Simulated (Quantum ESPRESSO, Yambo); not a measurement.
An input for Quantum ESPRESSO 7.5 (GaP (F-43m)):

```
&control
  calculation = 'nscf'
  prefix = 'x'
  outdir = 'o'
  pseudo_dir = 'pseudo'
/
&system
  ibrav = 0
  nat = 2
  ntyp = 2
  ecutwfc = 104.0
  nbnd = 133
  force_symmorphic = .true.
/
&electrons
  conv_thr = 1e-9
  electron_maxstep = 80
  diago_full_acc = .true.
  diago_thr_init = 5e-6
/
ATOMIC_SPECIES
  Ga 69.723 Ga.upf
  P 30.974 P.upf
CELL_PARAMETERS angstrom
  0.0000000000 2.7252500000 2.7252500000
  2.7252500000 0.0000000000 2.7252500000
  2.7252500000 2.7252500000 0.0000000000
ATOMIC_POSITIONS crystal
  Ga 0.0000000000 0.0000000000 0.0000000000
  P 0.2500000000 0.2500000000 0.2500000000
K_POINTS automatic
  6 6 6 0 0 0
```

```sh
OMP_NUM_THREADS=1 mpirun -n 4 pw.x -nk 4 -in pw.in > pw.out
```

How long will it take on 4 MPI ranks of Arm Neoverse V1, shared host, and how much memory?

It took 22 s; on shared hardware allow 11 s to 43 s. Peak host memory was 0.41 GiB.

[Paths, hosts, dates, memory and timing lines, banners, echoed tables and standing remarks are left out of the program output.]

[Logs are printed without paths, hosts, clocks, repeated set-up lines and the standing remarks that a program may print on its own settings, such as how far it seeks lower states.]

[Runs of the session that timed out or met a known fault of the program may be left out.]

[Hosts, paths, dates, database ids (printed as entryN), source tags and the programs' standing remarks are cut or masked in the printed files.]
